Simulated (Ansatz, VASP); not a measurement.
One calculation of As, two programs

Contents of INCAR:

```
SYSTEM = As
PREC = Accurate
ENCUT = 520
EDIFF = 1E-8
ISMEAR = -1
SIGMA = 0.08
LREAL = .FALSE.
LASPH = .TRUE.
NELM = 100
ALGO = Fast
ISIF = 2
LWAVE = .FALSE.
LCHARG = .FALSE.
GGA = PS
LEFG = .TRUE.
NBANDS = 18
```

Contents of KPOINTS:

```
Automatic mesh
0
G
  11 11 8
  0 0 0
```

The input POSCAR:

```
As
1.0
    1.8259429108     -5.6934005771      0.0000000000
    1.8259429108      5.6934005771      0.0000000000
    0.0000000000      0.0000000000      4.7398728700
As
4
Direct
    0.1045582800      0.8954417200      0.0735437500
    0.8954417200      0.1045582800      0.9264562500
    0.3954417200      0.6045582800      0.5735437500
    0.6045582800      0.3954417200      0.4264562500
```

Input for Ansatz:

```yaml
crystal:
  lattice:
    - [1.8259429108, -5.6934005771, 0.0]
    - [1.8259429108, 5.6934005771, 0.0]
    - [0.0, 0.0, 4.73987287]
  atoms:
    - { symbol: As, position: [0.10455828, 0.89544172, 0.07354375] }
    - { symbol: As, position: [0.89544172, 0.10455828, 0.92645625] }
    - { symbol: As, position: [0.39544172, 0.60455828, 0.57354375] }
    - { symbol: As, position: [0.60455828, 0.39544172, 0.42645625] }
kpoints:
  mp_grid: { grid: [11, 11, 8] }
  band_path:
    path:
      - [0.0, 0.0, 0.0]
      - [-0.5, 0.5, 0.0]
      - [-0.2757140756, 0.7242859244, 0.0]
      - [0.2757140756, 0.2757140756, 0.0]
      - [0.0, 0.0, 0.0]
      - [0.0, 0.0, 0.5]
      - [0.2757140756, 0.2757140756, 0.5]
      - [-0.2757140756, 0.7242859244, 0.5]
      - [-0.5, 0.5, 0.5]
    npoints: 8
scf:
  occupations: { method: fermi_dirac, width: 0.08 }
hamiltonian:
  xc: pbesol
  pseudopotentials: { kind: all_electron, datasets: crystal }
output:
  forces: true
  stress: true
  eigenvalues: true
  efg: { contact_densities: true }
```

Alike in both runs: task electric field gradients; functional PBEsol; k mesh 11 × 11 × 8; occupations fermi-dirac, width 0.08 eV; no spin polarisation.

```csv
,VASP,Ansatz
version,VASP 6.6.1,Ansatz 0.2.0
potentials or method,"VASP PAW PBE potentials, release 64 (As)","all-electron PAW with datasets made for the crystal, scalar-relativistic"
plane-wave cutoff (eV),520,see its input
```

|  | VASP | Ansatz | Ansatz less VASP |
| --- | --- | --- | --- |
| pressure (GPa) | -0.8 | -1.2 | -0.38 |
| largest component of the traceless stress (GPa) | 0.17 | 0.16 | -0.012 |
| rms of the force components (eV/Å) | 0.145 | 0.102 | -0.0434 |
| Vzz of the field gradient on the site that differs most (V/Å²) | -107.4 | -114.8 | -7.31 |

Atom by atom the forces differ by 0.044 eV/Å (rms over components). Ansatz ran all-electron here, so the differences hold the error of VASP's frozen core and of both bases.

Caveats: the PAW data sets were made with another functional, which shifts forces and pressure a little (VASP).
